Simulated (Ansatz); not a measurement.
Wanted: the native input for an Ansatz 0.2.0 run.

- Task: band structure
- Functional: PBEsol
- Potentials or basis: all-electron LAPW, scalar-relativistic
- Cutoff: 408 eV (chosen from the basis error)
- Basis error allowed: 0.002 eV/atom
- k mesh: 7 × 7 × 7
- Occupations: fermi-dirac, width 0.05 eV
- Spin: no spin polarisation

Crystal: BaTiO3.

```xyz
5
Lattice="2.8274 1.6324 2.3184 -2.8274 1.6324 2.3184 0.0000 -3.2648 2.3184" Properties=species:S:1:pos:R:3 pbc="T T T"
Ba    0.0000    0.0000    0.0000
Ti    0.0000    0.0000    3.3698
O     1.3885   -0.8017    2.3988
O    -1.3885   -0.8017    2.3988
O     0.0000    1.6033    2.3988
```

The input as run:

input.yaml

```yaml
crystal:
  lattice:
    - [2.8273666084, 1.6323808724, 2.3183934932]
    - [-2.8273666084, 1.6323808724, 2.3183934932]
    - [0.0, -3.2647617449, 2.3183934932]
  atoms:
    - { symbol: Ba, position: [0.0, 0.0, 0.0] }
    - { symbol: Ti, position: [0.4845, 0.4845, 0.4845] }
    - { symbol: O, position: [0.5086, 0.0175, 0.5086] }
    - { symbol: O, position: [0.0175, 0.5086, 0.5086] }
    - { symbol: O, position: [0.5086, 0.5086, 0.0175] }
kpoints:
  mp_grid: { grid: [7, 7, 7] }
  band_path:
    path:
      - [0.0, 0.0, 0.0]
      - [0.5, 0.0, 0.0]
      - [0.5, 0.4971712123, -0.4971712123]
    npoints: 10
scf:
  occupations: { method: fermi_dirac, width: 0.05 }
hamiltonian:
  xc: pbesol
  pseudopotentials: { kind: all_electron, lapw: { basis_error: 0.002 } }
output:
  forces: true
  stress: true
  eigenvalues: true
```

Potentials or basis: all-electron LAPW, scalar-relativistic.

Command:

```bash
$ ansatz run input.yaml --threads 4 --pin off --max-ram 12288MiB --backend cpu --events-out ev --progress --plain --runs-dir out
```

Results of the run:

| Property | Result |
| --- | --- |
| Pressure | -1.2 GPa |
| Largest force | 0.144 eV/Å |
| Band gap on the k mesh | 2.45 eV, indirect (least direct gap 2.75 eV) |
| Band gap along the path | 2.39 eV, indirect (least direct gap 2.74 eV) |

Caveat: spin-orbit coupling is left out, which moves the levels of the heavy elements.

Wall time 27 s on 4 threads of Intel(R) Xeon(R) Platinum 8375C CPU @ 2.90GHz (Ice Lake), with other jobs on the host, peak memory 0.67 GiB.
